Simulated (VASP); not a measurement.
The system is MgB2.

```
Mg B
1.0
     3.08500    0.00000    0.00000
    -1.54250    2.67169    0.00000
     0.00000    0.00000    3.52300
Mg B
1 2
Cartesian
  0.0000 0.0000 0.0000
  1.5425 0.8906 1.7615
  0.0000 1.7811 1.7615
```

- Program: VASP 6.6.1
- Task: single point
- Functional: PBEsol
- Potentials or basis: VASP PAW PBE potentials, release 64 (Mg, B)
- Cutoff: 520 eV
- k mesh: 10 × 10 × 8
- Occupations: fermi-dirac, width 0.05 eV
- Spin: no spin polarisation

On this cell: pressure -3.0 GPa; largest force under 0.003 eV/Å; band gap on the k mesh none (metal or under the smearing width).

The same run follows on a disturbed copy (atoms moved at random, drawn with an rms of 0.05 Å):

```
Mg B
1.0
     3.08500    0.00000    0.00000
    -1.54250    2.67169    0.00000
     0.00000    0.00000    3.52300
Mg B
1 2
Cartesian
  0.0703 -0.0171 -0.0345
  1.5536 0.8592 1.7323
  0.0098 1.7804 1.7941
```

Q: What changes?

A: The energy (extrapolated to zero smearing) moves by +10.9 meV/atom; pressure -2.7 GPa; largest force 0.736 eV/Å; band gap on the k mesh none (metal or under the smearing width).

Forces in eV/Å, atoms in the order of the input:
```
Mg  -0.285  0.007  0.237
B    0.136  0.152  0.466
B    0.149 -0.159 -0.703
```

Stress tensor (GPa, compression positive):
```
-3.23 -0.01 -0.30
-0.01 -2.22  0.10
-0.30  0.10 -2.78
```

Caveats: the PAW data sets were made with another functional, which shifts forces and pressure a little.
